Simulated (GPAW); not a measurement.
# Fe (Im-3m) in GPAW: convergence with grid spacing (A)

Aim: find how far grid spacing (A) must go before the results for Fe settle, at LDA. This setting moves, with any that are tied to it; all else stays.

Everything below comes from runs of GPAW 26.7.0. Logs are shortened: lines on timing, memory, paths and dates and some standing lists are left out, and cuts for length are marked. The log counts tension as positive stress, the text compression.

### 1 Starting point

Symmetry: Im-3m, No. 229, cubic system. The conventional cell has a = 2.886 Å, b = 2.886 Å, c = 2.886 Å, α = 90.00°, β = 90.00°, γ = 90.00°. Fe (site symmetry m-3m) has 8 Fe at 2.50 Å as nearest neighbours.

### 2 With grid spacing (A) 0.26

run.py reads:

```python
from ase.dft.bandgap import bandgap
from ase.io import read, write
from gpaw import GPAW

atoms = read('Fe.xyz')
atoms.set_initial_magnetic_moments([3.0])

calc = GPAW(mode='fd',
            h=0.26,
            xc='LDA',
            kpts={'size': (13, 13, 13), 'gamma': True},
            occupations={'name': 'fermi-dirac', 'width': 0.05},
            nbands=12,
            convergence={'density': 1e-05, 'energy': 1e-05},
            maxiter=100,
            txt='gpaw.txt')
atoms.calc = calc
energy = atoms.get_potential_energy()
forces = atoms.get_forces()
calc.write('gs.gpw')
write('result.traj', atoms)
print(f'Energy: {energy:.6f} eV')
print('Forces (eV/A):')
print(forces.round(4))
print('Moments:', calc.get_magnetic_moments().round(3))
print('Fermi level:', round(calc.get_fermi_level(), 4), 'eV')
print(f'Gap: {bandgap(calc)[0]:.4f} eV, direct: {bandgap(calc, direct=True)[0]:.4f} eV')
```

Fe.xyz reads:

```xyz
1
Lattice="-1.4430000000 1.4430000000 1.4430000000 1.4430000000 -1.4430000000 1.4430000000 1.4430000000 1.4430000000 -1.4430000000" Properties=species:S:1:pos:R:3 pbc="T T T"
Fe     0.0000000000      0.0000000000      0.0000000000
```

Potentials or basis: the program's PAW data sets (release 1.2.1) made for this functional, fd.

Launch:

```console
$ OMP_NUM_THREADS=1 python run.py
```

gpaw.txt:

```text
__  _  _
 | _ |_)|_||  |
 |__||  | ||/\| - 26.7.0

Input parameters:
  mode=FD(),
  convergence={'density': 1e-05, 'energy': 1e-05},
  h=0.26,
  kpts=MonkhorstPack(size=(13, 13, 13), gamma=True),
  maxiter=100,
  nbands=12,
  occupations=Occupations(name='fermi-dirac', width=0.05),
  xc=XC(name='LDA')

Diagonalizing LCAO Hamiltonian
Converting LCAO to fd mode

       Fe

Atoms  # Å, Bohr magnetons
|   | symbol |        x |        y |        z |    initial magnetic moments |
|---|--------|----------|----------|----------|-----------------------------|
| 0 |     Fe | 0.000000 | 0.000000 | 0.000000 | ( 0.0000,  0.0000,  3.0000) |

Unit cell  # Å
| periodic |         x |         y |         z |  lengths |     angles |
|----------|-----------|-----------|-----------|----------|------------|
|      yes | -1.443000 |  1.443000 |  1.443000 | 2.499349 | 109.471221 |
|      yes |  1.443000 | -1.443000 |  1.443000 | 2.499349 | 109.471221 |
|      yes |  1.443000 |  1.443000 | -1.443000 | 2.499349 | 109.471221 |

Number of symmetries: 48
Symmetry operations  # r_c * U_cc + t_c -> r_c
|    | kind |            matrix            |
|----|------|------------------------------|
|  0 |  σ   |  1, 1, 1,  0, 0,-1,  0,-1, 0 |
|  1 |  C4  |  1, 1, 1,  0, 0,-1, -1, 0, 0 |
|  2 |  C2  |  1, 1, 1,  0,-1, 0,  0, 0,-1 |
|  3 |  S6  |  1, 1, 1,  0,-1, 0, -1, 0, 0 |
|  4 |  S6  |  1, 1, 1, -1, 0, 0,  0, 0,-1 |
|  5 |  C4  |  1, 1, 1, -1, 0, 0,  0,-1, 0 |
|  6 |  E   |  1, 0, 0,  0, 1, 0,  0, 0, 1 |
|  7 |  σ   |  1, 0, 0,  0, 1, 0, -1,-1,-1 |
|  8 |  σ   |  1, 0, 0,  0, 0, 1,  0, 1, 0 |
|  9 |  C3  |  1, 0, 0,  0, 0, 1, -1,-1,-1 |
| 10 |  C3  |  1, 0, 0, -1,-1,-1,  0, 1, 0 |
| 11 |  σ   |  1, 0, 0, -1,-1,-1,  0, 0, 1 |
| 12 |  σ   |  0, 1, 0,  1, 0, 0,  0, 0, 1 |
[... 141 lines left out ...]
- Maximum integral of absolute [eigenst]ate change: 4e-08 eV^2 / valence electron
maximum number of iterations: 100

SCF iterations
|iter     | |      energy | eigst |  dens |  magmom |
|---------|-|-------------|-------|-------|---------|
|iter:   1| |  -10.484272 | +0.61 |       |  +3.0047|
|iter:   2| |  -10.512985 | -0.70 | -1.01 |  +2.9778|
|iter:   3| |  -10.591207 | -1.12 | -1.04 |  +2.6689|
|iter:   4| |  -10.598983 | -1.60 | -1.33 |  +2.5913|
|iter:   5| |  -10.616634 | -1.82 | -1.46 |  +2.3693|
|iter:   6| |  -10.620232 | -2.41 | -1.92 |  +2.1975|
|iter:   7| |  -10.620691 | -2.78 | -1.94 |  +2.2099|
|iter:   8| |  -10.620794 | -3.30 | -2.94 |  +2.1987|
|iter:   9| |  -10.620819 | -3.63 | -3.19 |  +2.2020|
|iter:  10| |  -10.620834c| -3.95 | -4.28 |  +2.2017|
|iter:  11| |  -10.620838c| -4.39 | -4.29 |  +2.2019|
|iter:  12| |  -10.620840c| -4.81 | -4.47 |  +2.2020|
|iter:  13| |  -10.620841c| -5.31 | -4.88 |  +2.2018|
|iter:  14| |  -10.620841c| -6.25 | -5.49c|  +2.2019|
|iter:  15| |  -10.620841c| -7.06 | -5.52c|  +2.2019|
|iter:  16| |  -10.620841c| -7.52c| -5.59c|  +2.2019|

Converged in 16 steps
Energy contributions relative to reference atoms: (reference = -34557.939371)

Energy contributions:
  Kinetic:           1.621237
  Coulomb:          -1.994974
  Zero:              0.263342
  External:          0.000000
  Xc:              -10.505082
  Entropy:          -0.010728
  Spinorbit:         0.000000
  ----------------------------
  Free energy:     -10.626205
  Extrapolated:    -10.620841

dipole moment: (-3.560388, -3.560388, -3.560388)  # |e|*Ang

Total magnetic moment: (0.000000, 0.000000, 2.201862)

Local magnetic moments
|        x |        y |        z |
|----------|----------|----------|
| 0.000000 | 0.000000 | 2.215247 |  # Fe   0

Fermi level: 8.875
Eigenvalues  # (at kpt = [0.000, 0.000, 0.000])
| band index |      eig [eV] | occ [0-1] |      eig [eV] | occ [0-1] |
|------------|---------------|-----------|---------------|-----------|
|          0 |         0.648 |     1.000 |         1.002 |     1.000 |
|          1 |         6.686 |     1.000 |         8.578 |     0.997 |
|          2 |         6.686 |     1.000 |         8.578 |     0.997 |
|          3 |         6.687 |     1.000 |         8.578 |     0.997 |
|          4 |         7.973 |     1.000 |        10.358 |     0.000 |
|          5 |         7.973 |     1.000 |        10.358 |     0.000 |
|          6 |        14.420 |     0.000 |        16.412 |     0.000 |
|          7 |        14.449 |     0.000 |        16.412 |     0.000 |
|          8 |        14.449 |     0.000 |        16.412 |     0.000 |
|          9 |        33.433 |     0.000 |        33.513 |     0.000 |
|         10 |        33.444 |     0.000 |        33.518 |     0.000 |
|         11 |        33.666 |     0.000 |        35.167 |     0.000 |

No gap
No difference between direct/indirect transitions

Forces  # eV/Ang
|        x |        y |        z |
|----------|----------|----------|
| -0.00000 | -0.00000 | -0.00000 |  # Fe   0

# Writing to gs.gpw (mode='')
```

Wall time 20 s (1 thread of AMD EPYC 9R14 (Zen 4), shared host); peak memory 0.16 GiB.

What came out:

```yaml
Free_energy: -10.6262 eV
Band_gap_on_the_k_mesh: none (metal or under the smearing width)
Net_moment: 2.20 μB per cell
Site_moments: Fe +2.22 μB
```

### 3 With grid spacing (A) 0.23

Changes to run.py since step 2:

```diff
@@ -8,3 +8,3 @@
 calc = GPAW(mode='fd',
-            h=0.26,
+            h=0.23,
             xc='LDA',
```

Fe.xyz is that of step 2.

Potentials or basis: the program's PAW data sets (release 1.2.1) made for this functional, fd.

Launch:

```console
$ OMP_NUM_THREADS=1 python run.py
```

Run time: 20 s. Hardware: 1 thread of AMD EPYC 9R14 (Zen 4), shared host; peak memory 0.16 GiB.

Results:

```yaml
Free_energy: -10.6262 eV
Band_gap_on_the_k_mesh: none (metal or under the smearing width)
Net_moment: 2.20 μB per cell
Site_moments: Fe +2.22 μB
```

### 4 With grid spacing (A) 0.2

Changes to run.py since step 3:

```diff
@@ -8,3 +8,3 @@
 calc = GPAW(mode='fd',
-            h=0.23,
+            h=0.2,
             xc='LDA',
```

Fe.xyz is that of step 3.

Launch:

```console
$ OMP_NUM_THREADS=1 python run.py
```

Wall time 53 s (1 thread of AMD EPYC 9R14 (Zen 4), shared host); peak memory 0.25 GiB.

Results (log left out):

| Quantity | Value |
| --- | --- |
| Free energy | -10.0886 eV |
| Band gap on the k mesh | none (metal or under the smearing width) |
| Net moment | 2.20 μB per cell |
| Site moments | Fe +2.21 μB |

### 5 With grid spacing (A) 0.18

Changes to run.py since step 4:

```diff
@@ -8,3 +8,3 @@
 calc = GPAW(mode='fd',
-            h=0.2,
+            h=0.18,
             xc='LDA',
```

Fe.xyz is that of step 4.

Launch:

```console
$ OMP_NUM_THREADS=1 python run.py
```

Wall time 53 s (1 thread of AMD EPYC 9R14 (Zen 4), shared host); peak memory 0.25 GiB.

Results (log left out):

| Property | Result |
| --- | --- |
| Free energy | -10.0886 eV |
| Band gap on the k mesh | none (metal or under the smearing width) |
| Net moment | 2.20 μB per cell |
| Site moments | Fe +2.21 μB |

### 6 With grid spacing (A) 0.16

Changes to run.py since step 5:

```diff
@@ -8,3 +8,3 @@
 calc = GPAW(mode='fd',
-            h=0.18,
+            h=0.16,
             xc='LDA',
```

Fe.xyz is that of step 5.

Potentials or basis: the program's PAW data sets (release 1.2.1) made for this functional, fd.

Launch:

```console
$ OMP_NUM_THREADS=1 python run.py
```

Wall time 55 s (1 thread of AMD EPYC 9R14 (Zen 4), shared host); peak memory 0.25 GiB.

It converged, with:

* Free energy: -10.0886 eV
* Band gap on the k mesh: none (metal or under the smearing width)
* Net moment: 2.20 μB per cell
* Site moments: Fe +2.21 μB

### 7 With grid spacing (A) 0.14

Changes to run.py since step 6:

```diff
@@ -8,3 +8,3 @@
 calc = GPAW(mode='fd',
-            h=0.16,
+            h=0.14,
             xc='LDA',
```

Fe.xyz is that of step 6.

Launch:

```console
$ OMP_NUM_THREADS=1 python run.py
```

Wall time 2.1 min (1 thread of AMD EPYC 9R14 (Zen 4), shared host); peak memory 0.42 GiB.

It converged, with:

| Property | Result |
| --- | --- |
| Free energy | -10.0319 eV |
| Band gap on the k mesh | none (metal or under the smearing width) |
| Net moment | 2.20 μB per cell |
| Site moments | Fe +2.21 μB |

### 8 With grid spacing (A) 0.12

Changes to run.py since step 7:

```diff
@@ -8,3 +8,3 @@
 calc = GPAW(mode='fd',
-            h=0.14,
+            h=0.12,
             xc='LDA',
```

Fe.xyz is that of step 7.

Launch:

```console
$ OMP_NUM_THREADS=1 python run.py
```

Run time: 2.1 min. Hardware: 1 thread of AMD EPYC 9R14 (Zen 4), shared host; peak memory 0.42 GiB.

It converged, with:

* Free energy: -10.0319 eV
* Band gap on the k mesh: none (metal or under the smearing width)
* Net moment: 2.20 μB per cell
* Site moments: Fe +2.21 μB

### 9 Summary

```tsv
grid spacing (A)	energy less the tightest run, at zero smearing (meV/atom)	largest site moment (μB)	SCF cycles	CPU time (s)	peak memory (GiB)
0.26	-594.20	2.22	16	20	0.16
0.23	-594.20	2.22	16	20	0.16
0.2	-56.73	2.21	18	53	0.25
0.18	-56.73	2.21	18	53	0.25
0.16	-56.73	2.21	18	55	0.25
0.14	0.00	2.21	20	130	0.42
0.12	0.00	2.21	20	130	0.42
```

Against the tightest run, the energy stays within 1 meV/atom from 0.14 on; the largest site moment stays within 0.02 μB from 0.26 on. The tightest run that finished is the yardstick and may itself not be fully converged.

Caveats: the real-space grid adds noise to forces.
